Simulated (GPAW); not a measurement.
# ZrN in GPAW: convergence with plane-wave cutoff (eV)

Crystal: ZrN.

```
Zr N
1.0
     0.00000    2.30000    2.30000
     2.30000    0.00000    2.30000
     2.30000    2.30000    0.00000
Zr N
1 1
Direct
  0.50000 0.50000 0.50000
  0.00000 0.00000 0.00000
```

| Item | Value |
| --- | --- |
| Program | GPAW 26.7.0 |
| Task | convergence study |
| Functional | r2SCAN |
| Potentials or basis | GPAW PAW data sets (gpaw-data 1.2.1) |
| Cutoff | 300 eV |
| Basis | pw |
| k mesh | 10 × 10 × 10 |
| Occupations | fermi-dirac, width 0.05 eV |
| Spin | no spin polarisation |

These are the settings of the first run; the series varies plane-wave cutoff (eV), with any setting tied to it.

Hardware: 1 thread of Arm Neoverse V1 (shared host).

The values tried are 300, 350, 400, 500, 600, 700, 800, 1000, 1200, loosest first. From which on does the energy stay within 1 meV/atom of the tightest run that finished?

From 1000 on.

```csv
plane-wave cutoff (eV),"energy less the tightest run, at zero smearing (meV/atom)",pressure (GPa),SCF cycles,CPU time (s),peak memory (GiB)
300,2588.33,-62.76,10,21,0.23
350,1590.95,-50.31,10,24,0.24
400,919.47,-36.84,10,24,0.24
500,296.29,-18.14,11,54,0.25
600,84.50,-8.54,11,43,0.26
700,22.17,-4.72,11,45,0.26
800,5.39,-3.37,11,110,0.28
1000,0.99,-2.93,11,110,0.29
1200,0.00,-2.91,11,160,0.32
```

Against the tightest run, the pressure stays within 0.1 GPa from 1000 on. The tightest run that finished is the yardstick and may itself not be fully converged.

Caveat, for the tightest run too: the PAW data sets were made with another functional, which shifts forces and pressure a little.
